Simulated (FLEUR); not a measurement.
Crystal: PbS (Galena).

```
Pb S
1.0
     0.00000    2.96575    2.96575
     2.96575    0.00000    2.96575
     2.96575    2.96575    0.00000
Pb S
1 1
Direct
  0.00000 0.00000 0.00000
  0.50000 0.50000 0.50000
```

```yaml
Program: FLEUR MaX-R8.1 (later development tree)
Task: single point
Functional: PBE
Potentials_or_basis: all-electron
Basis: FLAPW
Kmax: 3.84 1/bohr
k_mesh: 8 × 8 × 8
Occupations: fermi-dirac, width 0.05 eV
Spin: no spin polarisation
Gmax: 11.9 1/bohr
Muffin-tin_radii: Pb 2.66, S 2.16 bohr
lmax: Pb 11, S 9
Local_orbitals_a_species: Pb 5, S 4
Max_iterations: 60
Mixing_factor: 0.05
Mixer: Anderson
Mixer_history: 15
Density_convergence: 1e-05 me/bohr^3
```

On this cell: largest force zero by symmetry; band gap on the k mesh 0.36 eV, direct.

The same run follows on a disturbed copy (atoms moved at random, drawn with an rms of 0.05 Å):

```
Pb S
1.0
     0.00000    2.96575    2.96575
     2.96575    0.00000    2.96575
     2.96575    2.96575    0.00000
Pb S
1 1
Cartesian
  0.0344 -0.0409 0.0070
  2.9727 2.9388 2.9633
```

**Question.** What changes?

**Answer.** The energy moves by +0.1 meV/atom; largest force 0.017 eV/Å; band gap on the k mesh 0.36 eV, direct.

Forces on the atoms (eV/Å):
```
Pb  -0.015  0.007 -0.005
S    0.015 -0.007  0.005
```

Caveats: spin-orbit coupling is left out, which as a rule narrows the gap of such compounds by several tenths of an eV.

A k mesh can miss the band edges.
